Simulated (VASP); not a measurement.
# BeSe (F-43m) in VASP: further runs

One crystal, BeSe, is run at these levels: LDA; tasks: single point.

Program: VASP 6.6.1. These are calculated values, not measurements. Logs are shortened: lines on timing, memory, paths and dates and some standing lists are left out, and cuts for length are marked.

### 1 The structure

The structure is cubic, space group F-43m (No. 216). Conventional cell: a = 5.070 Å, b = 5.070 Å, c = 5.070 Å, α = 90.00°, β = 90.00°, γ = 90.00°. Around Be (site symmetry -43m) lie 4 Se at 2.20 Å. Around Se (site symmetry -43m) lie 4 Be at 2.20 Å.

### 2 Single point, LDA

Contents of INCAR:

```
SYSTEM = BeSe
PREC = Accurate
ENCUT = 520
EDIFF = 1E-6
ISMEAR = 0
SIGMA = 0.01
LREAL = .False.
LASPH = .True.
NELM = 100
ALGO = Fast
ISIF = 2
LWAVE = .False.
LCHARG = .True.
LELF = .True.
LVHAR = .True.
NBANDS = 11
```

Contents of KPOINTS:

```
regular mesh
0
Gamma
  7 7 7
  0 0 0
```

Contents of POSCAR:

```
BeSe
1.0
    0.0000000000      2.5350000000      2.5350000000
    2.5350000000      0.0000000000      2.5350000000
    2.5350000000      2.5350000000      0.0000000000
Be Se
1 1
Direct
    0.0000000000      0.0000000000      0.0000000000
    0.2500000000      0.2500000000      0.2500000000
```

Potentials or basis: VASP PAW LDA potentials, release 64 (Be, Se).

Started as:

```sh
$ cat potpaw_LDA.64/Be/POTCAR potpaw_LDA.64/Se/POTCAR > POTCAR
$ mpirun -np 1 vasp_std > vasp.out
```

OUTCAR:

```text
SYSTEM = BeSe
   PREC = Accurate
   ENCUT = 520
   EDIFF = 1E-6
   ISMEAR = 0
   LREAL = .False.
   LASPH = .True.
   NELM = 100
   ISIF = 2

 ion  position               nearest neighbor table
   1  0.000  0.000  0.000-   2 2.20   2 2.20   2 2.20   2 2.20
   2  0.250  0.250  0.250-   1 2.20   1 2.20   1 2.20   1 2.20

  LATTYP: Found a face centered cubic cell.
 ALAT       =     5.0700000000

  Lattice vectors:

 A1 = (   0.0000000000,   2.5350000000,   2.5350000000)
 A2 = (   2.5350000000,   0.0000000000,   2.5350000000)
 A3 = (   2.5350000000,   2.5350000000,   0.0000000000)

Analysis of symmetry for initial positions (statically):
=====================================================================
 Subroutine PRICEL returns:
 Original cell was already a primitive cell.

 Routine SETGRP: Setting up the symmetry group for a
 face centered cubic supercell.

 Subroutine GETGRP returns: Found 24 space group operations
 (whereof 24 operations were pure point group operations)
 out of a pool of 48 trial point group operations.

The static configuration has the point symmetry T_d .

Analysis of symmetry for dynamics (positions and initial velocities):
=====================================================================
 Subroutine PRICEL returns:
 Original cell was already a primitive cell.

 Routine SETGRP: Setting up the symmetry group for a
 face centered cubic supercell.

 Subroutine GETGRP returns: Found 24 space group operations
 (whereof 24 operations were pure point group operations)
 out of a pool of 48 trial point group operations.

The dynamic configuration has the point symmetry T_d .

 Subroutine INISYM returns: Found 24 space group operations
 (whereof 24 operations are pure point group operations),
 and found     1 'primitive' translations

----------------------------------------------------------------------------------------

                                     Primitive cell

  volume of cell :      32.5810

  direct lattice vectors                    reciprocal lattice vectors
     0.000000000  2.535000000  2.535000000    -0.197238659  0.197238659  0.197238659
     2.535000000  0.000000000  2.535000000     0.197238659 -0.197238659  0.197238659
     2.535000000  2.535000000  0.000000000     0.197238659  0.197238659 -0.197238659

  length of vectors
     3.585031381  3.585031381  3.585031381     0.341627378  0.341627378  0.341627378

  position of ions in fractional coordinates (direct lattice)
     0.000000000  0.000000000  0.000000000
     0.250000000  0.250000000  0.250000000

  ion indices of the primitive-cell ions
   primitive index   ion index
                 1           1
                 2           2

----------------------------------------------------------------------------------------

 KPOINTS: regular mesh

Automatic generation of k-mesh.
 Grid dimensions read from file:
 generate k-points for:    7    7    7

 Generating k-lattice:

  Cartesian coordinates                     Fractional coordinates (reciprocal lattice)
    -0.028176951  0.028176951  0.028176951     0.142857143  0.000000000  0.000000000
     0.028176951 -0.028176951  0.028176951     0.000000000  0.142857143  0.000000000
     0.028176951  0.028176951 -0.028176951     0.000000000  0.000000000  0.142857143

  Length of vectors
     0.048803911  0.048803911  0.048803911

  Shift w.r.t. Gamma in fractional coordinates (k-lattice)
     0.000000000  0.000000000  0.000000000

 Subroutine IBZKPT returns following result:
 ===========================================

 Found     20 irreducible k-points:

 Following reciprocal coordinates:
            Coordinates               Weight
  0.000000  0.000000  0.000000      1.000000
  0.142857  0.000000  0.000000      8.000000
  0.285714  0.000000  0.000000      8.000000
  0.428571  0.000000  0.000000      8.000000
  0.142857  0.142857  0.000000      6.000000
  0.285714  0.142857  0.000000     24.000000
[... 12 lines left out ...]
 -0.428571  0.428571  0.142857     24.000000
 -0.285714  0.428571  0.142857     24.000000
   k-points           NKPTS =     20   k-points in BZ     NKDIM =     20   number of bands    NBANDS=     11
   number of dos      NEDOS =    301   number of ions     NIONS =      2
   total plane-waves  NPLWV =  21952
   dimension x,y,z NGX =    28 NGY =   28 NGZ =   28
   dimension x,y,z NGXF=    56 NGYF=   56 NGZF=   56
   ions per type =               1   1
   NGX,Y,Z   is equivalent  to a cutoff of  12.98, 12.98, 12.98 a.u.
   NGXF,Y,Z  is equivalent  to a cutoff of  25.97, 25.97, 25.97 a.u.
 SYSTEM =  BeSe
   PREC   = accura    normal or accurate (medium, high low for compatibility)
   ISTART =      0    job   : 0-new  1-cont  2-samecut
   ICHARG =      2    charge: 1-file 2-atom 10-const
   ISPIN  =      1    spin polarized calculation?
   LNONCOLLINEAR =      F non collinear calculations
   LSORBIT =      F    spin-orbit coupling
   LASPH  =      T    aspherical Exc in radial PAW
   ENCUT  =  520.0 eV  38.22 Ry    6.18 a.u.   6.67  6.67  6.67*2*pi/ulx,y,z
   NELM   =    100;   NELMIN=  2; NELMDL= -5     # of ELM steps
   EDIFF  = 0.1E-05   stopping-criterion for ELM
   LREAL  =      F    real-space projection
   EDIFFG = 0.1E-04   stopping-criterion for IOM
   NSW    =      0    number of steps for IOM
   IBRION =     -1    ionic relax: 0-MD 1-quasi-New 2-CG
   NFREE  =      0    steps in history (QN), initial steepest desc. (CG)
   ISIF   =      2    stress and relaxation
   ISYM   =      2    0-nonsym 1-usesym 2-fastsym
   POTIM  = 0.5000    time-step for ionic-motion
   TEBEG  =    0.0;   TEEND  =   0.0 temperature during run
   PSTRESS=    0.0 pullay stress
   NELECT =       8.0000    total number of electrons
   NUPDOWN=      -1.0000    fix difference up-down
   EMIN   =  10.00;   EMAX   =-10.00  energy-range for DOS
   EFERMI =   0.00;   METHOD = LEGACY
   ISMEAR =     0;   SIGMA  =   0.01  broadening in eV -4-tet -1-fermi 0-gaus
   EFERMI_NEDOS =   21; number of points for ismear=-14 and -15
   IALGO  =     68    algorithm
   IMIX   =      4    mixing-type and parameters
     AMIX     =   0.40;   BMIX     =  1.00
     AMIX_MAG =   1.60;   BMIX_MAG =  1.00
  volume/ion in A,a.u.               =      16.29       109.93
  Fermi-wavevector in a.u.,A,eV,Ry     =   1.025141  1.937235 14.298549  1.050914
  Thomas-Fermi vector in A             =   2.158965
   LORBIT       =      0    0 simple, 1 ext, 2 COOP (PROOUT), +10 PAW based schemes
   GGA     = CA    functional components
   LHFCALC =     F    Hartree Fock is set to
   AEXX    =    0.0000 exact exchange contribution
   IVDW    =     0    specifies the selected vdW correction
   LEPSILON=     F    determine dielectric tensor
   LRPA    =     F    only Hartree local field effects (RPA)
 non-spin polarized calculation
 RMM-DIIS sequential band-by-band and
 Gauss-broadening in eV      SIGMA  =   0.01
  energy-cutoff  :      520.00
  volume of cell :       32.58
 maximum number of plane-waves:       893
   NGX = 13   NGY = 13   NGZ = 13

 number of electron       7.9999999 magnetization

 Free energy of the ion-electron system (eV)
  ---------------------------------------------------
  ext. energy  EPLUGINS =         0.00000000
  ---------------------------------------------------
  free energy    TOTEN  =       -10.00818177 eV

  energy without entropy =      -10.00818177  energy(sigma->0) =      -10.00818177

 E-fermi :   3.7991     XC(G=0):  -9.8393

 val. band max:        3.7482513610   @ k =   0.0000   0.0000   0.0000
 cond. band min:       6.2629345043   @ k =   0.4286   0.4286   0.0000
 fundamental gap:      2.5146831433
 Fermi energy:         3.7990993716

 k-point     1 :       0.0000    0.0000    0.0000
  band No.  band energies     occupation
      1     -10.3533      2.00000
      2       3.7483      2.00000
      3       3.7483      2.00000
      4       3.7483      2.00000
      5       8.2647      0.00000
      6       8.6792      0.00000
      7       8.6792      0.00000
      8       8.6792      0.00000
      9      15.8391      0.00000
     10      16.4281      0.00000
     11      16.4281      0.00000

 k-point     2 :       0.1429    0.0000    0.0000
  band No.  band energies     occupation
      1     -10.1414      2.00000
      2       2.0544      2.00000
      3       3.4601      2.00000
      4       3.4601      2.00000
      5       8.3306      0.00000
      6       9.1412      0.00000
      7       9.1412      0.00000
      8      10.3481      0.00000
      9      15.2567      0.00000
     10      15.2567      0.00000
     11      15.9202      0.00000

 k-point     3 :       0.2857    0.0000    0.0000
  band No.  band energies     occupation
      1      -9.5828      2.00000
      2      -0.3994      2.00000
      3       2.9586      2.00000
      4       2.9586      2.00000
      5       8.2438      0.00000
      6       9.6900      0.00000
      7       9.6900      0.00000
      8      12.7560      0.00000
      9      15.2750      0.00000
     10      15.2750      0.00000
     11      15.7550      0.00000

 k-point     4 :       0.4286    0.0000    0.0000
  band No.  band energies     occupation
      1      -9.0019      2.00000
      2      -2.0297      2.00000
      3       2.6425      2.00000
      4       2.6425      2.00000
      5       8.1719      0.00000
      6       9.6732      0.00000
      7       9.6732      0.00000
      8      13.6070      0.00000
      9      16.8408      0.00000
     10      17.3026      0.00000
     11      17.3026      0.00000
[... 183 lines left out ...]
 k-point    18 :      -0.4286    0.2857    0.1429
  band No.  band energies     occupation
      1      -8.6705      2.00000
      2      -1.4316      2.00000
      3       0.4622      2.00000
      4       1.6029      2.00000
      5       9.1268      0.00000
      6       9.7441      0.00000
      7      11.8932      0.00000
      8      13.0573      0.00000
      9      14.9324      0.00000
     10      17.3670      0.00000
     11      19.7278      0.00000

 k-point    19 :      -0.4286    0.4286    0.1429
  band No.  band energies     occupation
      1      -8.4891      2.00000
      2      -1.1713      2.00000
      3       0.3500      2.00000
      4       0.7052      2.00000
      5       7.8435      0.00000
      6       9.3241      0.00000
      7      12.4836      0.00000
      8      14.6284      0.00000
      9      16.5210      0.00000
     10      18.0701      0.00000
     11      19.8835      0.00000

 k-point    20 :      -0.2857    0.4286    0.1429
  band No.  band energies     occupation
      1      -8.4112      2.00000
      2      -0.9142      2.00000
      3      -0.5472      2.00000
      4       0.8351      2.00000
      5       8.7634      0.00000
      6      11.1263      0.00000
      7      11.7847      0.00000
      8      12.5518      0.00000
      9      15.7515      0.00000
     10      17.6849      0.00000
     11      19.8027      0.00000

------------------------ aborting loop because EDIFF is reached ----------------------------------------

  FORCE on cell =-STRESS in cart. coord.  units (eV):
  Direction    XX          YY          ZZ          XY          YZ          ZX
  --------------------------------------------------------------------------------------
  -------------------------------------------------------------------------------------
  Total        0.1778134      0.1778134      0.1778134      0.0000000     -0.0000000     -0.0000000
  in kB        8.7440213      8.7440213      8.7440213      0.0000000     -0.0000000     -0.0000000
  external PRESSURE =       8.7440213 kB  Pullay stress =       0.0000000 kB

 VOLUME and BASIS-vectors are now :
 -----------------------------------------------------------------------------
  energy-cutoff  :      520.00
  volume of cell :       32.58
      direct lattice vectors                 reciprocal lattice vectors
     0.000000000  2.535000000  2.535000000    -0.197238659  0.197238659  0.197238659
     2.535000000  0.000000000  2.535000000     0.197238659 -0.197238659  0.197238659
     2.535000000  2.535000000  0.000000000     0.197238659  0.197238659 -0.197238659

 POSITION                                       TOTAL-FORCE (eV/Angst)
 -----------------------------------------------------------------------------------
      0.00000      0.00000      0.00000        -0.000000     -0.000000     -0.000000
      1.26750      1.26750      1.26750         0.000000      0.000000      0.000000
 -----------------------------------------------------------------------------------
    total drift:                               -0.000000     -0.000000     -0.000000

  FREE ENERGIE OF THE ION-ELECTRON SYSTEM (eV)
  ---------------------------------------------------
  free  energy   TOTEN  =       -10.0081817656 eV

  energy  without entropy=      -10.0081817656  energy(sigma->0) =      -10.00818177
```

Wall time 5.7 s (1 thread of AMD EPYC 9R45 (Zen 5), shared host); peak memory 0.1 GiB.

Results:

```
Free energy            : -10.0082 eV
Pressure               : 0.9 GPa
Band gap on the k mesh : 2.51 eV, indirect (least direct gap 4.52 eV)
```

Levels at points of the mesh, in eV from the valence-band top:
| k point | band 2 | band 3 | band 4 | band 5 | band 6 | band 7 |
| --- | --- | --- | --- | --- | --- | --- |
| (0.00, 0.00, 0.00) | 0.00 | 0.00 | 0.00 | 4.52 | 4.93 | 4.93 |

Caveat: an odd mesh through Γ misses points on the zone boundary, where band edges often lie. LDA gaps usually lie below the measured ones, often by a third to a half.

### 3 Single point, LDA

Contents of INCAR:

```
PREC     = Accurate       # precision mode
ENCUT    = 520            # plane-wave cutoff, eV
EDIFF    = 1E-7           # SCF threshold, eV
ISMEAR   = 0              # smearing method
SIGMA    = 0.01           # smearing width, eV
LREAL    = False          # projectors in reciprocal space
LASPH    = True           # aspherical terms in the spheres
NELM     = 100            # most SCF steps
ALGO     = Fast           # electronic algorithm
ISIF     = 2              # what is computed and relaxed
LWAVE    = False          # write WAVECAR
LCHARG   = False          # write CHGCAR
NBANDS   = 11             # bands
```

Contents of KPOINTS:

```
regular mesh
0
Gamma
  7 7 7
```

POSCAR is that of step 2.

Potentials or basis: VASP PAW LDA potentials, release 64 (Be, Se).

Started as:

```sh
$ cat potpaw_LDA.64/Be/POTCAR potpaw_LDA.64/Se/POTCAR > POTCAR
$ mpirun -np 1 vasp_std > vasp.out
```

Wall time 6.3 s (1 thread of AMD EPYC 9R45 (Zen 5), shared host); peak memory 0.1 GiB.

It converged, with:

| Property | Result |
| --- | --- |
| Free energy | -10.0082 eV |
| Pressure | 0.9 GPa |
| Band gap on the k mesh | 2.52 eV, indirect (least direct gap 4.52 eV) |

Levels at points of the mesh, in eV from the valence-band top:
```tsv
k point	band 1	band 2	band 3	band 4	band 5	band 6	band 7	band 8
(0.00, 0.00, 0.00)	-14.10	0.00	0.00	0.00	4.52	4.93	4.93	4.93
```

Caveat: an odd mesh through Γ misses points on the zone boundary, where band edges often lie.
